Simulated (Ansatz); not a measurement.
# Co: the cost of one run

Method: DFT PBE, scalar-relativistic, plane waves, PAW, in Ansatz 0.2.0.

## 1. The structure to begin with

Symmetry: P6_3/mmc, No. 194, hexagonal system. The conventional cell has a = 2.471 Å, b = 2.471 Å, c = 8.088 Å, α = 90.00°, β = 90.00°, γ = 120.00°. Around Co (site symmetry -3m) lie 12 Co at 2.47 Å. Co (site symmetry -6m2) is surrounded by 12 Co at 2.47 Å.

As a file:

```cif
data_structure
_symmetry_space_group_name_H-M 'P6_3/mmc'
_symmetry_Int_Tables_number 194
_cell_length_a 2.4706
_cell_length_b 2.4706
_cell_length_c 8.0882
_cell_angle_alpha 90.000
_cell_angle_beta 90.000
_cell_angle_gamma 120.000
_cell_volume 42.75
loop_
_atom_site_label
_atom_site_type_symbol
_atom_site_symmetry_multiplicity
_atom_site_Wyckoff_symbol
_atom_site_fract_x
_atom_site_fract_y
_atom_site_fract_z
_atom_site_occupancy
Co1 Co 2 a 0.00000 0.00000 0.00000 1
Co2 Co 2 c 0.33333 0.66667 0.25000 1
```

This is candidate A: structure listed in a database for this formula (P6_3/mmc, No. 194).

(A quick probe on a coarse mesh, which set the mesh and smearing, is not shown.)

## 3. Full relaxation (candidate A)

input.yaml

```yaml
crystal:
  lattice:
    - [2.4705617809, 0.0, 0.0]
    - [-1.2352808905, 2.1395692639, 0.0]
    - [0.0, 0.0, 8.0882338]
  atoms:
    - { symbol: Co, position: [0.0, 0.0, 0.0], spin: 1.83 }
    - { symbol: Co, position: [0.33333333, 0.66666667, 0.25], spin: 1.87 }
    - { symbol: Co, position: [0.0, 0.0, 0.5], spin: 1.83 }
    - { symbol: Co, position: [0.66666667, 0.33333333, 0.75], spin: 1.87 }
basis:
  ecutwfc: 420
kpoints:
  mp_grid: { grid: [21, 21, 6] }
hamiltonian:
  xc: pbe
scf:
  occupations: { method: gaussian, width: 0.1 }
output:
  forces: true
  stress: true
  eigenvalues: true
  populations: true
magnetization:
  spin_polarized: true
relax:
  adjacent_minimum: "off"
  f_tol: 0.01
  max_steps: 80
  cell: { stress_tol: 0.05 }
```

What time and memory should one allow on 1 thread of an x86-64 CPU, shared host?

About 3.4 min, with a peak of 0.86 GiB.
